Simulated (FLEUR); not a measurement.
The system is TePb.

```
Pb Te
1.0
     0.00000    3.23100    3.23100
     3.23100    0.00000    3.23100
     3.23100    3.23100    0.00000
Pb Te
1 1
Direct
  0.00000 0.00000 0.00000
  0.50000 0.50000 0.50000
```

Program: FLEUR MaX-R8.1 (patched build s14). Alike in all runs: task single point; potentials or basis all-electron, FLAPW; no spin polarisation; cell as given; k mesh 4 × 4 × 4; smearing fermi-dirac 0.05 eV; the mesh is coarse, so values aren't converged.

Task: Order these runs on this cell by their band gap on the k mesh, lowest first.
A. level PBE0; gmax 11.8 1/bohr; max iterations 30; density convergence 0.0001 me/bohr^3; kmax 3.8 1/bohr
B. level HSE06; gmax 12.7 1/bohr; max iterations 30; density convergence 0.0001 me/bohr^3; kmax 4.1 1/bohr
C. level PBE; gmax 12.7 1/bohr; max iterations 60; density convergence 1e-05 me/bohr^3; kmax 4.1 1/bohr

Result: C (0.73 eV), B (1.12 eV), A (1.77 eV).

Caveats: all runs use coarse meshes; spin-orbit coupling is left out, which as a rule narrows the gap of such compounds by several tenths of an eV; core states are solved in the semilocal potential (some runs).

A k mesh can miss the band edges.

Not every run made on this cell is shown here.
